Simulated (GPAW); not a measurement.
The system is Nb.

```
Nb
1.0
    -1.66395    1.66395    1.66395
     1.66395   -1.66395    1.66395
     1.66395    1.66395   -1.66395
Nb
1
Direct
  0.00000 0.00000 0.00000
```

Base run:

| Item | Value |
| --- | --- |
| Program | GPAW 26.7.0 |
| Functional | PBEsol |
| Potentials or basis | PAW data sets generated in the run's folder for this functional |
| Cutoff | 600 eV |
| Basis | pw |
| k mesh | 11 × 11 × 11 |
| Occupations | fermi-dirac, width 0.05 eV |
| Spin | no spin polarisation |

Its results: pressure -8.5 GPa.

Problem. The run is repeated on the same cell with these changes: functional from PBEsol to BLYP. What comes out?

Solution. Pressure 3.1 GPa.

BLYP binds less tightly than PBEsol, so the same cell stands under more pressure.
